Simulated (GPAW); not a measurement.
# Ti (P6_3/mmc) in GPAW: further runs

Aim: see how the results for Ti move with the level of theory and the settings. Levels: LDA, PBE, vdW-DF-cx, BLYP. Tasks: single point.

All numbers are computed with GPAW 26.7.0; they aren't measurements. Logs are shortened: lines on timing, memory, paths and dates and some standing lists are left out, and cuts for length are marked. The log counts tension as positive stress, the text compression.

## Step 1: Starting point

It takes space group P6_3/mmc (No. 194, hexagonal). Conventional cell: a = 2.950 Å, b = 2.950 Å, c = 4.680 Å, α = 90.00°, β = 90.00°, γ = 120.00°. Ti (site symmetry -6m2) is surrounded by 12 Ti at 2.89 to 2.95 Å.

## Step 2: Single point, LDA

run.py

```python
from ase.dft.bandgap import bandgap
from ase.io import read, write
from ase.units import Bohr, GPa
from gpaw import GPAW, PW
from gpaw.elf import elf_from_dft_calculation

atoms = read('POSCAR')

calc = GPAW(mode=PW(600),
            xc='LDA',
            kpts={'size': (10, 10, 6), 'gamma': True},
            occupations={'name': 'fermi-dirac', 'width': 0.05},
            nbands=24,
            convergence={'density': 1e-05, 'energy': 1e-05},
            maxiter=150,
            txt='gpaw.txt')
atoms.calc = calc
energy = atoms.get_potential_energy()
forces = atoms.get_forces()
stress = atoms.get_stress()
calc.write('gs.gpw')
write('result.traj', atoms)
print(f'Energy: {energy:.6f} eV')
print('Forces (eV/A):')
print(forces.round(4))
print('Stress (GPa):', (stress / GPa).round(3))
print('Fermi level:', round(calc.get_fermi_level(), 4), 'eV')
print(f'Gap: {bandgap(calc)[0]:.4f} eV, direct: {bandgap(calc, direct=True)[0]:.4f} eV')

# fields on the real-space grid
write('density.cube', atoms, data=calc.get_pseudo_density() * Bohr**3)
write('potential.cube', atoms, data=calc.get_electrostatic_potential())
write('elf.cube', atoms, data=elf_from_dft_calculation(calc).data)
```

POSCAR

```
Ti
1.0
    2.9500000000      0.0000000000      0.0000000000
   -1.4750000000      2.5547749412      0.0000000000
    0.0000000000      0.0000000000      4.6800000000
Ti
2
Direct
    0.6666666667      0.3333333333      0.7500000000
    0.3333333333      0.6666666667      0.2500000000
```

Potentials or basis: the program's PAW data sets (release 1.2.1) made for this functional, pw.

On the command line:

```console
$ OMP_NUM_THREADS=1 python run.py
```

gpaw.txt:

```text
__  _  _
 | _ |_)|_||  |
 |__||  | ||/\| - 26.7.0

Input parameters:
  mode=PW(ecut=600.0),
  convergence={'density': 1e-05, 'energy': 1e-05},
  kpts=MonkhorstPack(size=(10, 10, 6), gamma=True),
  maxiter=150,
  nbands=24,
  occupations=Occupations(name='fermi-dirac', width=0.05),
  xc=XC(name='LDA')

Diagonalizing LCAO Hamiltonian
Converting LCAO to pw mode

          Ti

        Ti

Atoms  # Å, Bohr magnetons
|   | symbol |         x |        y |        z |    initial magnetic moments |
|---|--------|-----------|----------|----------|-----------------------------|
| 0 |     Ti |  1.475000 | 0.851592 | 3.510000 | ( 0.0000,  0.0000,  0.0000) |
| 1 |     Ti | -0.000000 | 1.703183 | 1.170000 | ( 0.0000,  0.0000,  0.0000) |

Unit cell  # Å
| periodic |         x |        y |        z |  lengths |     angles |
|----------|-----------|----------|----------|----------|------------|
|      yes |  2.950000 | 0.000000 | 0.000000 | 2.950000 |  90.000000 |
|      yes | -1.475000 | 2.554775 | 0.000000 | 2.950000 |  90.000000 |
|      yes |  0.000000 | 0.000000 | 4.680000 | 4.680000 | 120.000000 |

Number of symmetries: 12
Symmetry operations  # r_c * U_cc + t_c -> r_c
|    | kind |            matrix            |
|----|------|------------------------------|
|  0 |  σ   |  1, 1, 0,  0,-1, 0,  0, 0, 1 |
|  1 |  S6  |  1, 1, 0, -1, 0, 0,  0, 0,-1 |
|  2 |  E   |  1, 0, 0,  0, 1, 0,  0, 0, 1 |
|  3 |  C2  |  1, 0, 0, -1,-1, 0,  0, 0,-1 |
|  4 |  C2  |  0, 1, 0,  1, 0, 0,  0, 0,-1 |
|  5 |  C3  |  0, 1, 0, -1,-1, 0,  0, 0, 1 |
|  6 |  S6  |  0,-1, 0,  1, 1, 0,  0, 0,-1 |
|  7 |  σ   |  0,-1, 0, -1, 0, 0,  0, 0, 1 |
|  8 |  σ   | -1, 0, 0,  1, 1, 0,  0, 0, 1 |
|  9 |  i   | -1, 0, 0,  0,-1, 0,  0, 0,-1 |
| 10 |  C3  | -1,-1, 0,  1, 0, 0,  0, 0, 1 |
| 11 |  C2  | -1,-1, 0,  0, 1, 0,  0, 0,-1 |

BZ-sampling:
  Number of BZ points: 600
  Number of IBZ points: 72

  Monkhorst-Pack size: [10, 10, 6]
  Monkhorst-Pack shift: [0.05, 0.05, 0.08333333333333333]

K-points  # in reciprocal-cell coordinates
|     |                                coordinates |     weight |
|-----|--------------------------------------------|------------|
|   0 | (  0.00000000,   0.00000000,   0.00000000) | 0.00166667 |
|   1 | (  0.00000000,   0.00000000,   0.16666667) | 0.00333333 |
|   2 | (  0.00000000,   0.00000000,   0.33333333) | 0.00333333 |
|   3 | (  0.00000000,   0.00000000,   0.50000000) | 0.00166667 |
|   4 | (  0.10000000,   0.00000000,  -0.33333333) | 0.01000000 |
|   5 | (  0.10000000,   0.00000000,  -0.16666667) | 0.01000000 |
|   6 | (  0.10000000,   0.00000000,   0.00000000) | 0.01000000 |
|   7 | (  0.10000000,   0.00000000,   0.16666667) | 0.01000000 |
|   8 | (  0.10000000,   0.00000000,   0.33333333) | 0.01000000 |
|   9 | (  0.10000000,   0.00000000,   0.50000000) | 0.01000000 |
| ... |                                            |            |
|  71 | (  0.50000000,   0.50000000,   0.50000000) | 0.00500000 |

Plane wave coefficients: 1194
Cutoff: 600.0 eV

Spin-components: 1 (collinear spins)
Bands:           24
Projectors:      12
Spin-degeneracy: 2
Datatype:        complex128

Parallelization:
  kpt:    1
  domain: 1
  band:   1

Density:
  Valence electrons: 24.0
  Components: 1
  Grid points: [18 18 27]
  Charge: 0.0  # |e|

Potential:
  Grid points: [18 18 27]

species:
  Ti:
    name:    Titanium
    Z:       22.0
    valence: 12
    core:    10
    charge:  0.0  # [|e|]
    compensation charges:
      type: gauss
      rc: 0.38  # [Å]
      lmax: 2
    cutoffs:
      filter: 2.23  # [Å]
      core: 1.02  # [Å]
    projectors
    | kind |    occ | energy [eV] | rcut [Å] |
    |------|--------|-------------|----------|
    |   3s |  2.000 |     -62.257 |    1.270 |
    |   4s |  2.000 |      -4.593 |    1.270 |
    |   3p |  6.000 |     -38.791 |    1.058 |
    |   4p |  0.000 |      -1.536 |    1.058 |
    |   3d |  2.000 |      -4.463 |    1.058 |
    |    d |        |      22.748 |    1.058 |

    Using partial waves for Ti as LCAO basis

Reference energy: -46347.898119  # eV

eigensolver:
  PPCG
  Converge bands: occupied
  niter=2

density mixing:
  MSR1-Mixer
  Pratt-step length: 0.05
  Maximum mixing coefficient: 0.75
  Old densities: 10
  SVD Regularization: 0.005
  Good broyden scale: 1.0
  Trust region scale: 1.0
  Backstep threshold: 4.0
  History deletion threshold: 6.0
  Fourier metric: weight=20.0, sigma=0.015

occupation numbers:
  Fermi-Dirac:
    width: 0.0500  # eV

poisson solver:
  ecut: 4800.0  # eV

xc functional:
  name: None

convergence criteria:
- Maximum integral of absolute [dens]ity change: 1e-05 electrons / valence electron
- Maximum [total energy] change in last 3 cyles: 1e-05 eV / valence electron
- Maximum integral of absolute [eigenst]ate change: 4e-08 eV^2 / valence electron
maximum number of iterations: 150

SCF iterations
|iter     | |      energy | eigst |  dens |
|---------|-|-------------|-------|-------|
|iter:   1| |  -15.290356 | -0.06 |       |
|iter:   2| |  -15.182113 | -2.48 | -1.24 |
|iter:   3| |  -14.825276 | -1.37 | -1.29 |
|iter:   4| |  -14.828617 | -3.40 | -1.98 |
|iter:   5| |  -14.830492 | -3.72 | -2.31 |
|iter:   6| |  -14.830539 | -5.64 | -3.34 |
|iter:   7| |  -14.830547c| -6.32 | -3.81 |
|iter:   8| |  -14.830547c| -7.83c| -4.58 |
|iter:   9| |  -14.830547c| -7.59c| -4.88 |
|iter:  10| |  -14.830548c| -8.25c| -5.57c|

Converged in 10 steps
Energy contributions relative to reference atoms: (reference = -46347.898119)

Energy contributions:
  Kinetic:           6.661447
  Coulomb:          -6.984998
  Zero:              0.006414
  External:          0.000000
  Xc:              -14.502984
  Entropy:          -0.020853
  Spinorbit:         0.000000
  ----------------------------
  Free energy:     -14.840974
  Extrapolated:    -14.830548

dipole moment: (0.000000, 0.000000, 0.000000)  # |e|*Ang

Fermi level: 8.052
Eigenvalues  # (at kpt = [0.000, 0.000, 0.000])
| band index |      eig [eV] | occ [0-2] |
|------------|---------------|-----------|
|          0 |       -48.200 |     2.000 |
|        ... |               |           |
|          2 |       -25.113 |     2.000 |
|          3 |       -24.478 |     2.000 |
|          4 |       -24.478 |     2.000 |
|          5 |       -24.419 |     2.000 |
|          6 |       -24.379 |     2.000 |
|          7 |       -24.379 |     2.000 |
|          8 |         1.980 |     2.000 |
|          9 |         5.425 |     2.000 |
|         10 |         8.807 |     0.000 |
|         11 |         8.807 |     0.000 |
|         12 |         8.869 |     0.000 |
|         13 |         8.913 |     0.000 |
|         14 |         9.292 |     0.000 |
|         15 |         9.292 |     0.000 |
|         16 |         9.630 |     0.000 |
|         17 |         9.630 |     0.000 |
|        ... |               |           |
|         23 |        25.433 |     0.000 |

No gap
No difference between direct/indirect transitions

Forces  # eV/Ang
|       x |       y |        z |
|---------|---------|----------|
| 0.00000 | 0.00000 |  0.00006 |  # Ti   0
| 0.00000 | 0.00000 | -0.00006 |  # Ti   1

Stress tensor  # eV/Ang^3
|        x |        y |         z |
|----------|----------|-----------|
| 0.062600 | 0.000000 |  0.000000 |
| 0.000000 | 0.062600 | -0.000000 |
| 0.000000 | 0.000000 |  0.067275 |

# Writing to gs.gpw (mode='')
```

It took 42 s on 1 thread of Arm Neoverse V1, shared host; peak memory 0.18 GiB.

Results:

```
Free energy            : -14.8410 eV
Pressure               : -10.3 GPa
Band gap on the k mesh : none (metal or under the smearing width)
```

## Step 3: Single point, PBE

Changes to run.py since step 2:

```diff
@@ -2,5 +2,4 @@
 from ase.io import read, write
-from ase.units import Bohr, GPa
+from ase.units import GPa
 from gpaw import GPAW, PW
-from gpaw.elf import elf_from_dft_calculation
 
@@ -9,3 +8,3 @@
 calc = GPAW(mode=PW(600),
-            xc='LDA',
+            xc='PBE',
             kpts={'size': (10, 10, 6), 'gamma': True},
@@ -28,6 +27 @@
 print(f'Gap: {bandgap(calc)[0]:.4f} eV, direct: {bandgap(calc, direct=True)[0]:.4f} eV')
-
-# fields on the real-space grid
-write('density.cube', atoms, data=calc.get_pseudo_density() * Bohr**3)
-write('potential.cube', atoms, data=calc.get_electrostatic_potential())
-write('elf.cube', atoms, data=elf_from_dft_calculation(calc).data)
```

POSCAR is that of step 2.

Potentials or basis: GPAW PAW data sets (gpaw-data 1.2.1), pw.

On the command line:

```console
$ OMP_NUM_THREADS=1 python run.py
```

Run time: 43 s. Hardware: 1 thread of Arm Neoverse V1, shared host; peak memory 0.18 GiB.

It converged, with:

| Property | Result |
| --- | --- |
| Free energy | -13.3472 eV |
| Pressure | -2.0 GPa |
| Band gap on the k mesh | none (metal or under the smearing width) |

Stress tensor (GPa, compression positive):
```
-1.87  0.00  0.00
 0.00 -1.87  0.00
 0.00  0.00 -2.31
```

Levels at points of the mesh, in eV from the Fermi level:
```tsv
k point	band 8	band 9	band 10	band 11	band 12	band 13	band 14	band 15	band 16	band 17
(0.00, 0.00, 0.00)	-32.72	-6.14	-2.64	0.71	0.78	0.78	0.88	1.27	1.27	1.62
(0.00, 0.00, 0.50)	-32.77	-4.31	-4.31	0.09	0.09	0.69	0.69	0.69	0.69	2.77
(0.50, 0.50, 0.00)	-32.79	-2.31	-2.10	-1.80	-0.63	0.50	0.62	1.16	3.30	3.52
(0.50, 0.50, 0.50)	-32.88	-2.49	-2.49	-0.79	-0.79	1.29	1.29	1.72	1.72	3.44
```

[end of part 1 of 2]
